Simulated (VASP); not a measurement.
# BN (R3m) in VASP: settings compared

One crystal, BN, is run at these levels: PBEsol, PBE+MBD, revTPSS, MS2; tasks: Born charges and dielectric tensor, density of states, band structure.

Everything below comes from runs of VASP 6.6.1. Logs are shortened: lines on timing, memory, paths and dates and some standing lists are left out, and cuts for length are marked.

### 1 The structure

The structure is trigonal, space group R3m (No. 160). The conventional cell has a = 2.502 Å, b = 2.502 Å, c = 10.119 Å, α = 90.00°, β = 90.00°, γ = 120.00°. Around N (site symmetry 3m) lie 3 B at 1.44 Å. B (site symmetry 3m) is surrounded by 3 N at 1.44 Å.

The cell is a database's computed one.

### 2 Born charges and dielectric tensor, PBEsol

INCAR

```
PREC = Accurate
ENCUT = 520
EDIFF = 1E-8
ISMEAR = 0
SIGMA = 0.05
LREAL = False
LASPH = True
NELM = 100
ALGO = Normal
ISIF = 2
LWAVE = False
LCHARG = False
GGA = PS
LEPSILON = True
IBRION = 8
```

KPOINTS

```
Automatic mesh
0
Gamma
  12 12 12
```

POSCAR

```
BN
1.0
    1.2511217832      0.7223354983      3.3729344033
   -1.2511217832      0.7223354983      3.3729344033
    0.0000000000     -1.4446709966      3.3729344033
N B
1 1
Direct
    0.6672382000      0.6672382000      0.6672382000
    0.0003288000      0.0003288000      0.0003288000
```

Potentials or basis: VASP PAW PBE potentials, release 64 (N, B).

Run with:

```sh
cat potpaw_PBE.64/N/POTCAR potpaw_PBE.64/B/POTCAR > POTCAR
mpirun -np 1 vasp_std > vasp.out
```

OUTCAR:

```text
PREC = Accurate
   ENCUT = 520
   EDIFF = 1E-8
   ISMEAR = 0
   LREAL = False
   LASPH = True
   NELM = 100
   ISIF = 2
   GGA = PS
   LEPSILON = True
   IBRION = 8

 ion  position               nearest neighbor table
   1  0.667  0.667  0.667-   2 1.44   2 1.44   2 1.44
   2  0.000  0.000  0.000-   1 1.44   1 1.44   1 1.44

  LATTYP: Found a trigonal (rhomboedric) cell.
 ALAT       =     3.6692997666
 COS(alpha) =     0.7674786797

  Lattice vectors:

 A1 = (   1.2511217832,   0.7223354983,   3.3729344033)
 A2 = (  -1.2511217832,   0.7223354983,   3.3729344033)
 A3 = (   0.0000000000,  -1.4446709966,   3.3729344033)

Analysis of symmetry for initial positions (statically):
=====================================================================
 Subroutine PRICEL returns:
 Original cell was already a primitive cell.

 Routine SETGRP: Setting up the symmetry group for a
 trigonal (rhombohedral) supercell.

 Subroutine GETGRP returns: Found  6 space group operations
 (whereof  6 operations were pure point group operations)
 out of a pool of 12 trial point group operations.

The static configuration has the point symmetry C_3v.

Analysis of symmetry for dynamics (positions and initial velocities):
=====================================================================
 Subroutine PRICEL returns:
 Original cell was already a primitive cell.

 Routine SETGRP: Setting up the symmetry group for a
 trigonal (rhombohedral) supercell.

 Subroutine GETGRP returns: Found  6 space group operations
 (whereof  6 operations were pure point group operations)
 out of a pool of 12 trial point group operations.

The dynamic configuration has the point symmetry C_3v.

 Subroutine INISYM returns: Found  6 space group operations
 (whereof  6 operations are pure point group operations),
 and found     1 'primitive' translations

----------------------------------------------------------------------------------------

                                     Primitive cell

  volume of cell :      18.2893

  direct lattice vectors                    reciprocal lattice vectors
     1.251121783  0.722335498  3.372934403     0.399641351  0.230733042  0.098825916
    -1.251121783  0.722335498  3.372934403    -0.399641351  0.230733042  0.098825916
     0.000000000 -1.444670997  3.372934403     0.000000000 -0.461466083  0.098825916

  length of vectors
     3.669299767  3.669299767  3.669299767     0.471929558  0.471929558  0.471929558

  position of ions in fractional coordinates (direct lattice)
     0.667238200  0.667238200  0.667238200
     0.000328800  0.000328800  0.000328800

  ion indices of the primitive-cell ions
   primitive index   ion index
                 1           1
                 2           2

----------------------------------------------------------------------------------------

 KPOINTS: Automatic mesh

Automatic generation of k-mesh.
 Grid dimensions read from file:
 generate k-points for:   12   12   12

 Generating k-lattice:

  Cartesian coordinates                     Fractional coordinates (reciprocal lattice)
     0.033303446  0.019227753  0.008235493     0.083333333  0.000000000  0.000000000
    -0.033303446  0.019227753  0.008235493     0.000000000  0.083333333  0.000000000
     0.000000000 -0.038455507  0.008235493     0.000000000  0.000000000  0.083333333

  Length of vectors
     0.039327463  0.039327463  0.039327463

  Shift w.r.t. Gamma in fractional coordinates (k-lattice)
     0.000000000  0.000000000  0.000000000

 Subroutine IBZKPT returns following result:
 ===========================================

 Found    189 irreducible k-points:

 Following reciprocal coordinates:
            Coordinates               Weight
  0.000000  0.000000  0.000000      1.000000
  0.083333 -0.000000 -0.000000      6.000000
  0.166667 -0.000000  0.000000      6.000000
  0.250000 -0.000000 -0.000000      6.000000
[... 376 lines left out ...]
    total drift:                               -0.000000      0.000000      0.000068

  FREE ENERGIE OF THE ION-ELECTRON SYSTEM (eV)
  ---------------------------------------------------
  free  energy   TOTEN  =       -18.2845627855 eV

  energy  without entropy=      -18.2845627855  energy(sigma->0) =      -18.28456279

 HEAD OF MICROSCOPIC STATIC DIELECTRIC TENSOR (INDEPENDENT PARTICLE, excluding Hartree and local field effects)
 ------------------------------------------------------
           4.902748     0.000000     0.000000
           0.000000     4.902748     0.000000
           0.000000     0.000000     2.984570
 ------------------------------------------------------

 Free energy of the ion-electron system (eV)
  ---------------------------------------------------
  ---------------------------------------------------
  free energy    TOTEN  =        -0.20238843 eV

  energy without entropy =       -0.20238843

------------------------ aborting loop because EDIFF is reached ----------------------------------------

--------------------------------------- Ionic step        2  -------------------------------------------

------------------------ aborting loop because EDIFF is reached ----------------------------------------

--------------------------------------- Ionic step        3  -------------------------------------------

------------------------ aborting loop because EDIFF is reached ----------------------------------------

 PIEZOELECTRIC TENSOR FIELD DIRECTION 3  (e Angst)
 -----------------------------------------------------------------------------
    -0.03272  0.00000  0.00000           ( -0.00006  0.00000  0.00000)
     0.00000 -0.03272 -0.00000           (  0.00000 -0.00006 -0.00000)
     0.00000  0.00000  0.09148           (  0.00000 -0.00000  0.00043)

 PIEZOELECTRIC TENSOR FIELD DIRECTION 3  (C/m^2)
 -----------------------------------------------------------------------------
    -0.02866  0.00000  0.00000
     0.00000 -0.02866 -0.00000
     0.00000  0.00000  0.08014

--------------------------------------- Ionic step        4  -------------------------------------------

------------------------ aborting loop because EDIFF is reached ----------------------------------------

[... ionic steps 5 to 5 ...]

--------------------------------------- Ionic step        6  -------------------------------------------

------------------------ aborting loop because EDIFF is reached ----------------------------------------

--------------------------------------- Ionic step        7  -------------------------------------------

------------------------ aborting loop because EDIFF is reached ----------------------------------------

[... ionic steps 8 to 8 ...]

--------------------------------------- Ionic step        9  -------------------------------------------

 Free energy of the ion-electron system (eV)
  ---------------------------------------------------
  ---------------------------------------------------
  free energy    TOTEN  =        -0.03844971 eV

  energy without entropy =       -0.03844971

------------------------ aborting loop because EDIFF is reached ----------------------------------------

 INTERNAL STRAIN TENSOR  FOR ION    2  DIRECTION 3   (eV/Angst):
 -----------------------------------------------------------------------------
    -0.08001  0.00000  0.00000
     0.00000 -0.08001 -0.00000
    -0.00000  0.00000  0.38098

 MACROSCOPIC STATIC DIELECTRIC TENSOR (including local field effects in DFT)
 ------------------------------------------------------
           4.785653     0.000000     0.000000
           0.000000     4.785653     0.000000
           0.000000     0.000000     2.635907
 ------------------------------------------------------

 PIEZOELECTRIC TENSOR (including local field effects)  for field in x, y, z        (e  Angst)
          XX          YY          ZZ          XY          YZ          ZX
  --------------------------------------------------------------------------------
  x     0.00000     0.00000     0.00000    -1.25665    -0.00000    -0.01824
  y    -1.25665     1.25665     0.00000     0.00000    -0.01824     0.00000
  z    -0.03272    -0.03272     0.09148     0.00000     0.00000     0.00000

 PIEZOELECTRIC TENSOR (including local field effects)  for field in x, y, z        (C/m^2)
          XX          YY          ZZ          XY          YZ          ZX
  --------------------------------------------------------------------------------
  x     0.00000     0.00000     0.00000    -1.10085    -0.00000    -0.01598
  y    -1.10085     1.10085     0.00000     0.00000    -0.01598     0.00000
  z    -0.02866    -0.02866     0.08014     0.00000     0.00000     0.00000

 BORN EFFECTIVE CHARGES (including local field effects) (in |e|, cummulative output)
 ---------------------------------------------------------------------------------
 ion    1
    1    -2.69978     0.00000     0.00000
    2     0.00000    -2.69978     0.00000
    3     0.00000     0.00000    -0.67735
 ion    2
    1     2.69978     0.00000     0.00000
    2     0.00000     2.69978     0.00000
    3     0.00000     0.00000     0.67735

 INTERNAL STRAIN TENSOR FOR ION    2 for displacements in x,y,z  (eV/Angst):
          X           Y           Z          XY          YZ          ZX
  --------------------------------------------------------------------------------
  x     0.00000     0.00000     0.00000    13.10471     0.00000     0.00542
  y    13.10471   -13.10471     0.00000     0.00000    -0.00454     0.00000
  z    -0.08001    -0.08001     0.38098     0.00000     0.00000     0.00000

 SECOND DERIVATIVES (NOT SYMMETRIZED)
 ------------------------------------
               1X          1Y          1Z          2X          2Y          2Z
  1X   -41.868419    0.000000    0.000000   41.868419   -0.000000    0.000000
  1Y    -0.000000  -41.868419    0.000000    0.000000   41.868419    0.000000
  1Z     0.000000    0.000000  -12.635136    0.000000    0.000000   12.635136
  2X    41.874815    0.000000   -0.000000  -41.874815    0.000000    0.000000
  2Y     0.000000   41.874815    0.000000    0.000000  -41.874815    0.000000
  2Z     0.000000    0.000000   12.641727    0.000000    0.000000  -12.641727

 Eigenvectors and eigenvalues of the dynamical matrix
 ----------------------------------------------------

   1 f  =   40.957284 THz   257.342205 2PiTHz 1366.187939 cm-1   169.385640 meV
             X         Y         Z           dx          dy          dz
      0.000000  0.000000  6.751652    -0.660060   -0.000003   -0.000000
      0.000000  0.000000  0.003327     0.751213    0.000003   -0.000000
[... 21 lines left out ...]
   6 f/i=    0.002909 THz     0.018280 2PiTHz    0.097043 cm-1     0.012032 meV
             X         Y         Z           dx          dy          dz
      0.000000  0.000000  6.751652     0.000000   -0.000000    0.751273
      0.000000  0.000000  0.003327     0.000000   -0.000000    0.659991

--------------------------------------------------------------------------------------------------------

 MACROSCOPIC STATIC DIELECTRIC TENSOR IONIC CONTRIBUTION
 ------------------------------------------------------
           1.722287    -0.000000     0.000000
          -0.000000     1.722287    -0.000000
           0.000000    -0.000000     0.359171
 ------------------------------------------------------

 ELASTIC MODULI CONTR FROM IONIC RELAXATION (kBar)
 Direction    XX          YY          ZZ          XY          YZ          ZX
 --------------------------------------------------------------------------------
 XX        -360.8316    360.7478      0.2007      0.0000      0.5228     -0.0000
 YY         360.7478   -360.8316      0.2007     -0.0000     -0.5228      0.0000
 ZZ           0.2007      0.2007     -0.9615     -0.0000     -0.0000     -0.0000
 XY           0.0000     -0.0000     -0.0000   -360.7897     -0.0000     -0.8166
 YZ           0.5228     -0.5228     -0.0000     -0.0000     -0.0008      0.0000
 ZX          -0.0000      0.0000     -0.0000     -0.8166      0.0000     -0.0018
 --------------------------------------------------------------------------------

 PIEZOELECTRIC TENSOR IONIC CONTR  for field in x, y, z        (C/m^2)
          XX          YY          ZZ          XY          YZ          ZX
  --------------------------------------------------------------------------------
  x    -0.00000     0.00000     0.00000     0.74174     0.00000     0.00168
  y     0.74174    -0.74174    -0.00000    -0.00000    -0.00107     0.00000
  z    -0.00365    -0.00365     0.01749     0.00000     0.00000     0.00000
```

It took 13 min on 1 thread of Intel Xeon Platinum 8375C at 2.90GHz (Ice Lake), shared host; peak memory 0.47 GiB.

What came out:

- Band gap on the k mesh: 4.18 eV, indirect (least direct gap 4.63 eV)
- Electronic dielectric tensor (diagonal): 4.79, 4.79, 2.64
- Born charges (mean of the diagonal): N -2.03; B +2.03 e
- Highest phonon frequency at Γ, LO-TO splitting left out: 1366 cm⁻¹

Phonon frequencies in cm⁻¹ (negative: imaginary):
```tsv
q point	frequencies
(0.000, 0.000, 0.000)	0 0 0 751 1366 1366
```

Electronic dielectric tensor:
```
4.79 0.00 0.00
0.00 4.79 0.00
0.00 0.00 2.64
```

Born effective charge tensors (e):
atom 1, N
```
-2.70  0.00  0.00
 0.00 -2.70  0.00
 0.00  0.00 -0.68
```
atom 2, B
```
2.70 0.00 0.00
0.00 2.70 0.00
0.00 0.00 0.68
```

Caveat: the PAW data sets were made with another functional, which shifts forces and pressure a little. A k mesh can miss the band edges.

### 3 Density of states, PBE+MBD (volume scaled by 0.92)

run.py

```python
from ase.calculators.vasp import Vasp
from ase.dft.dos import DOS
from ase.io import read

atoms = read('BN.cif', primitive_cell=True, subtrans_included=False)
calc = Vasp(
    directory='calc',
    xc='pbe',
    pp='PBE',
    setups='recommended',
    pp_version='54',
    prec='Accurate',
    encut=520,
    ediff=1e-06,
    ismear=-1,
    sigma=0.1,
    lreal=False,
    lasph=True,
    nelm=80,
    algo='Normal',
    isif=2,
    lwave=False,
    lcharg=False,
    ivdw=202,
    lorbit=10,
    imix=1,
    amix=0.2,
    kpts=[12, 12, 12],
    gamma=True,
)
atoms.calc = calc

print('energy (eV):', atoms.get_potential_energy())
print('free energy (eV):', atoms.get_potential_energy(force_consistent=True))
print('forces (eV/A):')
print(atoms.get_forces())
print('stress (eV/A^3, Voigt):', atoms.get_stress())
print('Fermi level (eV):', calc.get_fermi_level())
dos = DOS(calc, width=0.2, window=(-10, 10), npts=201)
print('E - E_F (eV), DOS (1/eV)')
for e, g in zip(dos.get_energies(), dos.get_dos()):
    print(f'{e:8.3f} {g:10.4f}')
```

BN.cif

```cif
data_BN
_cell_length_a 2.43365413
_cell_length_b 2.43365413
_cell_length_c 9.84143494
_cell_angle_alpha 90.00000000
_cell_angle_beta 90.00000000
_cell_angle_gamma 120.00000000
_space_group_name_H-M_alt 'R3m'
_space_group_name_Hall 'R 3 -2"'
_space_group_IT_number 160
loop_
_space_group_symop_operation_xyz
'x,y,z'
'-y,x-y,z'
'-x+y,-x,z'
'-y,-x,z'
'-x+y,y,z'
'x,x-y,z'
'x+2/3,y+1/3,z+1/3'
'-y+2/3,x-y+1/3,z+1/3'
'-x+y+2/3,-x+1/3,z+1/3'
'-y+2/3,-x+1/3,z+1/3'
'-x+y+2/3,y+1/3,z+1/3'
'x+2/3,x-y+1/3,z+1/3'
'x+1/3,y+2/3,z+2/3'
'-y+1/3,x-y+2/3,z+2/3'
'-x+y+1/3,-x+2/3,z+2/3'
'-y+1/3,-x+2/3,z+2/3'
'-x+y+1/3,y+2/3,z+2/3'
'x+1/3,x-y+2/3,z+2/3'
loop_
_atom_site_label
_atom_site_type_symbol
_atom_site_symmetry_multiplicity
_atom_site_Wyckoff_symbol
_atom_site_fract_x
_atom_site_fract_y
_atom_site_fract_z
_atom_site_occupancy
N1 N 3 a 0.6666666667 0.3333333333 0.0005715333 1
B1 B 3 a 0.0000000000 0.0000000000 0.0003288000 1
```

Potentials or basis: VASP PAW PBE potentials, release 54 (N, B).

Run with:

```sh
python run.py
```

Wall time 2.1 min (1 thread of Intel Xeon Platinum 8375C at 2.90GHz (Ice Lake), shared host); peak memory 0.16 GiB.

The run converged. Its results:

* Free energy: -17.7958 eV
* Pressure: 23.1 GPa
* Band gap on the k mesh: 4.38 eV, indirect (least direct gap 4.91 eV)
* Valence electrons inside the program's atomic spheres: N 4.11; B 2.34
* Hirshfeld charges: N -0.20; B +0.20 e
* Dispersion energy per atom: -0.175 eV

Stress tensor (GPa, compression positive):
```
34.59  0.00  0.00
 0.00 34.59  0.00
 0.00  0.00  0.11
```

Levels at points of the mesh, in eV from the valence-band top:
```tsv
k point	band 1	band 2	band 3	band 4	band 5	band 6	band 7	band 8
(0.00, 0.00, 0.00)	-18.30	-4.50	-1.17	-1.17	5.32	12.40	12.40	14.21
(0.50, 0.00, 0.00)	-14.84	-9.27	-4.19	-0.64	5.51	10.80	13.65	15.62
(0.50, 0.50, 0.00)	-14.76	-9.13	-4.25	-1.29	4.38	10.81	14.92	18.45
(0.50, 0.50, 0.50)	-17.99	-6.67	-1.19	-1.19	10.72	12.32	12.32	13.81
```

States per cell in windows of 0.5 eV (zero at the valence-band top; states under -8 eV left out):
```csv
from (eV),total,N1_p,B2_p,B2_s,N1_s,N1_d,B2_d
-8.0,0.25,0.10,0.04,0.05,0.01,0.00,0.00
-7.5,0.10,0.04,0.01,0.02,0.01,0.00,0.00
-7.0,0.29,0.13,0.05,0.06,0.01,0.00,0.00
-6.5,0.27,0.11,0.05,0.05,0.01,0.00,0.00
-6.0,0.24,0.11,0.05,0.03,0.01,0.00,0.00
-5.5,0.41,0.18,0.10,0.04,0.01,0.00,0.00
-5.0,0.31,0.14,0.09,0.02,0.00,0.00,0.00
-4.5,0.63,0.31,0.19,0.03,0.01,0.00,0.00
-4.0,0.52,0.26,0.15,0.01,0.00,0.00,0.00
-3.5,0.26,0.13,0.07,0.01,0.00,0.00,0.00
-3.0,0.49,0.25,0.13,0.01,0.00,0.00,0.00
-2.5,0.22,0.11,0.05,0.00,0.00,0.00,0.00
-2.0,0.40,0.21,0.09,0.00,0.00,0.00,0.00
-1.5,0.38,0.20,0.06,0.00,0.00,0.00,0.00
-1.0,0.24,0.13,0.02,0.00,0.00,0.00,0.00
-0.5,0.21,0.12,0.01,0.00,0.00,0.00,0.00
0.0,0.04,0.03,0.00,0.00,0.00,0.00,0.00
0.5,0.00,0.00,0.00,0.00,0.00,0.00,0.00
1.0,0.00,0.00,0.00,0.00,0.00,0.00,0.00
1.5,0.00,0.00,0.00,0.00,0.00,0.00,0.00
2.0,0.00,0.00,0.00,0.00,0.00,0.00,0.00
2.5,0.00,0.00,0.00,0.00,0.00,0.00,0.00
3.0,0.00,0.00,0.00,0.00,0.00,0.00,0.00
3.5,0.00,0.00,0.00,0.00,0.00,0.00,0.00
4.0,0.01,0.00,0.00,0.00,0.00,0.00,0.00
4.5,0.13,0.01,0.06,0.00,0.00,0.00,0.00
5.0,0.24,0.02,0.11,0.00,0.00,0.00,0.00
5.5,0.28,0.03,0.11,0.00,0.00,0.00,0.00
6.0,0.27,0.04,0.09,0.00,0.00,0.00,0.00
6.5,0.11,0.02,0.03,0.00,0.00,0.00,0.00
7.0,0.27,0.05,0.06,0.00,0.01,0.00,0.00
7.5,0.14,0.03,0.03,0.00,0.01,0.00,0.00
```

A k mesh can miss the band edges.

(Continued in part 2 of 2.)
